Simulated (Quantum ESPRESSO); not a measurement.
# SiO2 (P6_322) in Quantum ESPRESSO: single point with PBE

Aim: the single point of SiO2 with PBE.

All numbers are computed with Quantum ESPRESSO 7.5; they aren't measurements. Logs are shortened: lines on timing, memory, paths and dates and some standing lists are left out, and cuts for length are marked.

## 1. The crystal as given

Symmetry: P6_322, No. 182, hexagonal system. Conventional cell: a = 5.069 Å, b = 5.069 Å, c = 8.558 Å, α = 90.00°, β = 90.00°, γ = 120.00°. Si (site symmetry 3) has 4 O at 1.60 to 1.61 Å as nearest neighbours. Around O (site symmetry 2) lie 2 Si at 1.61 Å. O (site symmetry 32) is surrounded by 2 Si at 1.60 Å.

The cell comes from a database or a generator and needn't be the stable form of this composition.

## 2. Single point, PBE

File run.py:

```python
import numpy as np
from ase.calculators.espresso import Espresso, EspressoProfile
from ase.io import read

atoms = read('POSCAR')

input_data = {
    'control': {'calculation': 'scf', 'prefix': 'pwscf', 'outdir': './tmp', 'tprnfor': True, 'tstress': True, 'disk_io': 'nowf'},
    'system': {'ecutwfc': 55.0, 'ecutrho': 440.0, 'nbnd': 43, 'occupations': 'smearing', 'smearing': 'fd', 'degauss': 0.00367493},
    'electrons': {'conv_thr': 2.4e-09, 'electron_maxstep': 120, 'mixing_beta': 0.5},
}
pseudopotentials = {'Si': 'Si.pbe-n-rrkjus_psl.1.0.0.UPF', 'O': 'O.pbe-n-kjpaw_psl.0.1.UPF'}
profile = EspressoProfile(command='pw.x', pseudo_dir='pseudo')
dft = Espresso(profile=profile, input_data=input_data, pseudopotentials=pseudopotentials, kpts=(6, 6, 3), koffset=(0, 0, 0))
atoms.calc = dft

print(f'energy {atoms.get_potential_energy():.8f} eV')
print('forces (eV/A)')
print(np.round(atoms.get_forces(), 6))
print('stress (eV/A^3, Voigt)')
print(np.round(atoms.get_stress(), 8))
print(f'Fermi level {dft.get_fermi_level():.4f} eV')
```

File POSCAR:

```
SiO2
1.0
    5.0690738885      0.0000000000      0.0000000000
   -2.5345369442      4.3899467611      0.0000000000
    0.0000000000      0.0000000000      8.5584885400
Si O
4 8
Direct
    0.3333333333      0.6666666667      0.4371258000
    0.3333333333      0.6666666667      0.0628742000
    0.6666666667      0.3333333333      0.5628742000
    0.6666666667      0.3333333333      0.9371258000
    0.4212587450      0.0000000000      0.0000000000
    0.3333333333      0.6666666667      0.2500000000
    0.6666666667      0.3333333333      0.7500000000
    0.0000000000      0.5787412550      0.5000000000
    0.5787412550      0.5787412550      0.0000000000
    0.5787412550      0.0000000000      0.5000000000
    0.4212587450      0.4212587450      0.5000000000
    0.0000000000      0.4212587450      0.0000000000
```

Potentials or basis: SSSP 1.3 efficiency PBE.

Launch:

```console
$ OMP_NUM_THREADS=1 python run.py
```

The program printed:

```text
energy -5174.33263114 eV
forces (eV/A)
[[ 0.        0.        0.0244  ]
 [ 0.       -0.       -0.0244  ]
 [ 0.        0.       -0.0244  ]
 [ 0.        0.        0.0244  ]
 [-0.276338  0.        0.      ]
 [-0.       -0.        0.      ]
 [ 0.       -0.        0.      ]
 [-0.138169  0.239315 -0.      ]
 [ 0.138169  0.239315 -0.      ]
 [ 0.276338 -0.        0.      ]
 [-0.138169 -0.239315  0.      ]
 [ 0.138169 -0.239315 -0.      ]]
stress (eV/A^3, Voigt)
[-0.02770357 -0.02770357 -0.02779722 -0.          0.          0.        ]
Fermi level 4.9609 eV
```

espresso.pwi:

```text
&CONTROL
   calculation      = 'scf'
   tstress          = .true.
   tprnfor          = .true.
   outdir           = './tmp'
   prefix           = 'pwscf'
   disk_io          = 'nowf'
   pseudo_dir       = 'pseudo'
/
&SYSTEM
   nbnd             = 43
   ecutwfc          = 55.0
   ecutrho          = 440.0
   occupations      = 'smearing'
   degauss          = 0.00367493
   smearing         = 'fd'
   ntyp             = 2
   nat              = 12
   ibrav            = 0
/
&ELECTRONS
   electron_maxstep = 120
   conv_thr         = 2.4e-09
   mixing_beta      = 0.5
/
&IONS
/
&CELL
/
&FCP
/
&RISM
/
ATOMIC_SPECIES
Si 28.085 Si.pbe-n-rrkjus_psl.1.0.0.UPF
O 15.999 O.pbe-n-kjpaw_psl.0.1.UPF

K_POINTS automatic
6 6 3  0 0 0

CELL_PARAMETERS angstrom
5.06907388850000 0.00000000000000 0.00000000000000
-2.53453694420000 4.38994676110000 0.00000000000000
0.00000000000000 0.00000000000000 8.55848854000000

ATOMIC_POSITIONS angstrom
Si -0.0000000002 2.9266311742 3.7411361498  
Si -0.0000000002 2.9266311742 0.5381081202  
Si 2.5345369445 1.4633155869 4.8173523902  
Si 2.5345369445 1.4633155869 8.0203804198  
O 2.1353917046 0.0000000000 0.0000000000  
O -0.0000000002 2.9266311742 2.1396221350  
O 2.5345369445 1.4633155869 6.4188664050  
O -1.4668410919 2.5406432979 4.2792442700  
O 1.4668410920 2.5406432979 0.0000000000  
O 2.9336821839 0.0000000000 4.2792442700  
O 1.0676958523 1.8493034632 4.2792442700  
O -1.0676958523 1.8493034632 0.0000000000
```

espresso.pwo:

```text
This program is part of the open-source Quantum ESPRESSO suite
     for quantum simulation of materials; please cite
         "P. Giannozzi et al., J. Phys.:Condens. Matter 21 395502 (2009);
         "P. Giannozzi et al., J. Phys.:Condens. Matter 29 465901 (2017);
         "P. Giannozzi et al., J. Chem. Phys. 152 154105 (2020);
     in publications or presentations arising from this work. More details at

Warning: card &CELL ignored
Warning: card &FCP ignored
Warning: card &RISM ignored

     file O.pbe-n-kjpaw_psl.0.1.UPF: wavefunction(s)  2P renormalized
     Message from routine setup:
     using ibrav=0 with symmetry is DISCOURAGED, use correct ibrav instead

     G-vector sticks info
     --------------------
     sticks:   dense  smooth     PW     G-vecs:    dense   smooth      PW
     Sum        2773    1393    385               200111    70865   10589

     Using Slab Decomposition

     bravais-lattice index     =            0
     lattice parameter (alat)  =       9.5792  a.u.
     unit-cell volume          =    1285.2321 (a.u.)^3
     number of atoms/cell      =           12
     number of atomic types    =            2
     number of electrons       =        64.00
     number of Kohn-Sham states=           43
     kinetic-energy cutoff     =      55.0000  Ry
     charge density cutoff     =     440.0000  Ry
     scf convergence threshold =      2.4E-09
     mixing beta               =       0.5000
     number of iterations used =            8  plain     mixing
     Exchange-correlation= SLA  PW   PBX  PBC
                           (   1   4   3   4   0   0   0)

     celldm(1)=   9.579161  celldm(2)=   0.000000  celldm(3)=   0.000000
     celldm(4)=   0.000000  celldm(5)=   0.000000  celldm(6)=   0.000000

     crystal axes: (cart. coord. in units of alat)
               a(1) = (   1.000000   0.000000   0.000000 )
               a(2) = (  -0.500000   0.866025   0.000000 )
               a(3) = (   0.000000   0.000000   1.688373 )

     reciprocal axes: (cart. coord. in units 2 pi/alat)
               b(1) = (  1.000000  0.577350 -0.000000 )
               b(2) = (  0.000000  1.154701  0.000000 )
               b(3) = (  0.000000 -0.000000  0.592286 )

     PseudoPot. # 1 for Si read from file:
     Si.pbe-n-rrkjus_psl.1.0.0.UPF
     Pseudo is Ultrasoft + core correction, Zval =  4.0
     Generated using "atomic" code by A. Dal Corso  v.5.1
     Using radial grid of 1141 points,  6 beta functions with:
                l(1) =   0
                l(2) =   0
                l(3) =   1
                l(4) =   1
                l(5) =   2
                l(6) =   2
     Q(r) pseudized with 0 coefficients

     PseudoPot. # 2 for O  read from file:
     O.pbe-n-kjpaw_psl.0.1.UPF
     Pseudo is Projector augmented-wave + core cor, Zval =  6.0
     Generated using "atomic" code by A. Dal Corso  v.5.0.99 svn rev. 10869
     Shape of augmentation charge: BESSEL
     Using radial grid of 1095 points,  4 beta functions with:
                l(1) =   0
                l(2) =   0
                l(3) =   1
                l(4) =   1
     Q(r) pseudized with 0 coefficients

     atomic species   valence    mass     pseudopotential
     Si                4.00    28.08500     Si( 1.00)
     O                 6.00    15.99900     O ( 1.00)

     12 Sym. Ops. (no inversion) found ( 6 have fractional translation)

   Cartesian axes

     site n.     atom                  positions (alat units)
         1        Si     tau(   1) = (  -0.0000000   0.5773503   0.7380315  )
         2        Si     tau(   2) = (  -0.0000000   0.5773503   0.1061551  )
         3        Si     tau(   3) = (   0.5000000   0.2886751   0.9503417  )
         4        Si     tau(   4) = (   0.5000000   0.2886751   1.5822181  )
         5        O      tau(   5) = (   0.4212587   0.0000000   0.0000000  )
         6        O      tau(   6) = (  -0.0000000   0.5773503   0.4220933  )
         7        O      tau(   7) = (   0.5000000   0.2886751   1.2662799  )
         8        O      tau(   8) = (  -0.2893706   0.5012046   0.8441866  )
         9        O      tau(   9) = (   0.2893706   0.5012046   0.0000000  )
        10        O      tau(  10) = (   0.5787413   0.0000000   0.8441866  )
        11        O      tau(  11) = (   0.2106294   0.3648208   0.8441866  )
        12        O      tau(  12) = (  -0.2106294   0.3648208   0.0000000  )

     number of k points=    14  Fermi-Dirac smearing, width (Ry)=  0.0037
                       cart. coord. in units 2pi/alat
        k(    1) = (   0.0000000   0.0000000   0.0000000), wk =   0.0185185
        k(    2) = (   0.0000000   0.0000000   0.1974287), wk =   0.0370370
        k(    3) = (   0.0000000   0.1924501   0.0000000), wk =   0.1111111
        k(    4) = (   0.0000000   0.1924501   0.1974287), wk =   0.2222222
        k(    5) = (   0.0000000   0.3849002   0.0000000), wk =   0.1111111
        k(    6) = (   0.0000000   0.3849002   0.1974287), wk =   0.2222222
        k(    7) = (   0.0000000  -0.5773503   0.0000000), wk =   0.0555556
        k(    8) = (   0.0000000  -0.5773503   0.1974287), wk =   0.1111111
        k(    9) = (   0.1666667   0.2886751   0.0000000), wk =   0.1111111
        k(   10) = (   0.1666667   0.2886751   0.1974287), wk =   0.2222222
        k(   11) = (   0.1666667   0.4811252   0.0000000), wk =   0.2222222
        k(   12) = (   0.1666667   0.4811252   0.1974287), wk =   0.4444444
        k(   13) = (   0.3333333   0.5773503   0.0000000), wk =   0.0370370
        k(   14) = (   0.3333333   0.5773503   0.1974287), wk =   0.0740741

     Dense  grid:   200111 G-vectors     FFT dimensions: (  64,  64, 108)

     Smooth grid:    70865 G-vectors     FFT dimensions: (  45,  45,  80)

     Initial potential from superposition of free atoms

     starting charge      63.9978, renormalised to      64.0000
     Starting wfcs are   48 randomized atomic wfcs

     Self-consistent Calculation

     iteration #  1     ecut=    55.00 Ry     beta= 0.50
     Davidson diagonalization with overlap
     ethr =  1.00E-02,  avg # of iterations =  4.5

     total energy              =    -379.28819930 Ry
     estimated scf accuracy    <       3.20220187 Ry
[... 19 lines left out ...]
     total energy              =    -380.30558628 Ry
     estimated scf accuracy    <       0.02081729 Ry

     iteration #  5     ecut=    55.00 Ry     beta= 0.50
     Davidson diagonalization with overlap
     c_bands:  1 eigenvalues not converged
     ethr =  3.25E-05,  avg # of iterations =  3.6

     total energy              =    -380.30650042 Ry
     estimated scf accuracy    <       0.00271035 Ry

     iteration #  6     ecut=    55.00 Ry     beta= 0.50
     Davidson diagonalization with overlap
     ethr =  4.23E-06,  avg # of iterations =  8.1
[... 39 lines left out ...]
     iteration # 12     ecut=    55.00 Ry     beta= 0.50
     Davidson diagonalization with overlap
     ethr =  1.07E-11,  avg # of iterations =  2.0

     End of self-consistent calculation

          k = 0.0000 0.0000 0.0000 (  8895 PWs)   bands (ev):

   -18.8286 -18.4239 -17.4344 -16.7833 -16.7673 -16.7673 -16.7558 -16.7558
    -9.1480  -7.9123  -5.9488  -5.2102  -5.1754  -5.1754  -4.9805  -4.9805
    -2.4373  -1.9725  -1.9725  -1.6438  -1.6438  -1.3780  -1.3054  -1.3054
    -1.2855  -1.2855  -0.2135  -0.2135  -0.0739  -0.0247   0.5850   0.5850
     6.2076   8.4706   8.9068   9.4853   9.9866   9.9866  10.4229  10.8046
    10.8046  10.9190  12.5574
[... 39 lines left out ...]
   -18.4922 -18.3010 -17.5548 -17.2981 -16.7968 -16.7900 -16.7820 -16.7754
    -8.2784  -7.7590  -6.2299  -5.7541  -4.9422  -4.8851  -4.7832  -4.7433
    -2.3434  -2.1864  -2.0808  -1.9473  -1.8258  -1.6415  -1.5349  -1.4166
    -1.2527  -1.0466  -0.4986  -0.3441  -0.1202   0.0330   0.1435   0.4469
     7.7453   8.4937   9.7106   9.7794   9.9878  10.1977  10.4267  10.5735
    10.9488  11.4130  11.7863

          k = 0.0000-0.5774 0.0000 (  8856 PWs)   bands (ev):

   -18.3999 -17.9437 -17.9434 -17.4206 -16.8086 -16.7913 -16.7912 -16.7774
    -8.1197  -7.0461  -6.9447  -5.7867  -4.9772  -4.8815  -4.6339  -4.5765
    -2.5017  -2.2269  -2.2257  -2.1524  -1.8126  -1.7044  -1.3804  -1.2478
    -1.0920  -0.8032  -0.7168  -0.5813  -0.3130  -0.1338  -0.0052   0.6011
     8.4693   8.8739   9.4458   9.8999   9.9196  10.0322  10.4185  10.5877
    11.2076  11.3908  11.4543

          k = 0.0000-0.5774 0.1974 (  8848 PWs)   bands (ev):

   -18.3410 -18.1768 -17.6955 -17.4984 -16.8025 -16.7939 -16.7873 -16.7807
    -7.9754  -7.5709  -6.4044  -5.9599  -4.8804  -4.8254  -4.6863  -4.6667
    -2.4227  -2.3072  -2.1503  -2.0767  -1.7911  -1.6491  -1.5999  -1.3902
    -1.1897  -1.0137  -0.5229  -0.4312  -0.2128  -0.0836   0.1251   0.4325
     8.6504   8.9561   9.2591   9.2908   9.8859  10.2488  10.6488  10.8654
    11.2196  11.3280  11.5378
[... 48 lines left out ...]
   -18.1736 -18.1730 -17.6934 -17.6921 -16.8029 -16.7962 -16.7950 -16.7942
    -7.6129  -7.5951  -6.3667  -6.3268  -4.8219  -4.8025  -4.7116  -4.5611
    -2.5182  -2.3881  -2.2782  -2.2539  -1.6150  -1.5913  -1.5612  -1.3026
    -0.8898  -0.8128  -0.6464  -0.6304  -0.1854  -0.1540  -0.0560   0.2805
     9.1788   9.2951   9.4187   9.4947   9.6146   9.7711  10.6995  10.7010
    11.0193  11.2431  11.5661

     the Fermi energy is     4.9609 ev

!    total energy              =    -380.30646708 Ry
     estimated scf accuracy    <          1.3E-09 Ry
     smearing contrib. (-TS)   =      -0.00000000 Ry
     internal energy E=F+TS    =    -380.30646708 Ry

     The total energy is F=E-TS. E is the sum of the following terms:
     one-electron contribution =    -213.01794737 Ry
     hartree contribution      =     136.82132067 Ry
     xc contribution           =     -85.97035012 Ry
     ewald contribution        =    -142.18631822 Ry
     one-center paw contrib.   =     -75.95317204 Ry

     convergence has been achieved in  12 iterations

     Forces acting on atoms (cartesian axes, Ry/au):

     atom    1 type  1   force =     0.00000000    0.00000000    0.00094900
     atom    2 type  1   force =     0.00000000   -0.00000000   -0.00094900
     atom    3 type  1   force =     0.00000000    0.00000000   -0.00094900
     atom    4 type  1   force =     0.00000000    0.00000000    0.00094900
     atom    5 type  2   force =    -0.01074782    0.00000000    0.00000000
     atom    6 type  2   force =    -0.00000000   -0.00000000    0.00000000
     atom    7 type  2   force =     0.00000000   -0.00000000    0.00000000
     atom    8 type  2   force =    -0.00537391    0.00930789   -0.00000000
     atom    9 type  2   force =     0.00537391    0.00930789   -0.00000000
     atom   10 type  2   force =     0.01074782   -0.00000000    0.00000000
     atom   11 type  2   force =    -0.00537391   -0.00930789    0.00000000
     atom   12 type  2   force =     0.00537391   -0.00930789   -0.00000000

     Total force =     0.026395     Total SCF correction =     0.000032

     Computing stress (Cartesian axis) and pressure

          total   stress  (Ry/bohr**3)                   (kbar)     P=       44.44
   0.00030173  -0.00000000  -0.00000000           44.39       -0.00       -0.00
  -0.00000000   0.00030173   0.00000000           -0.00       44.39        0.00
   0.00000000   0.00000000   0.00030275            0.00        0.00       44.54

=------------------------------------------------------------------------------=
   JOB DONE.
=------------------------------------------------------------------------------=
```

It took 2.4 min on 1 thread of Intel Xeon Platinum 8488C (Sapphire Rapids), shared host; peak memory 0.79 GiB.

What came out:

```yaml
Free_energy: -5174.3331 eV
Pressure: 4.4 GPa
Largest_force: 0.276 eV/Å
Band_gap_on_the_k_mesh: 5.61 eV, indirect (least direct gap 5.62 eV)
```

Forces in eV/Å, atoms in the order of the input:
```
Si   0.000  0.000  0.024
Si   0.000  0.000 -0.024
Si   0.000  0.000 -0.024
Si   0.000  0.000  0.024
O   -0.276  0.000  0.000
O    0.000  0.000  0.000
O    0.000  0.000  0.000
O   -0.138  0.239  0.000
O    0.138  0.239  0.000
O    0.276  0.000  0.000
O   -0.138 -0.239  0.000
O    0.138 -0.239  0.000
```

Caveat: an odd mesh through Γ misses points on the zone boundary, where band edges often lie. As with any semilocal functional, this PBE gap is likely too small.
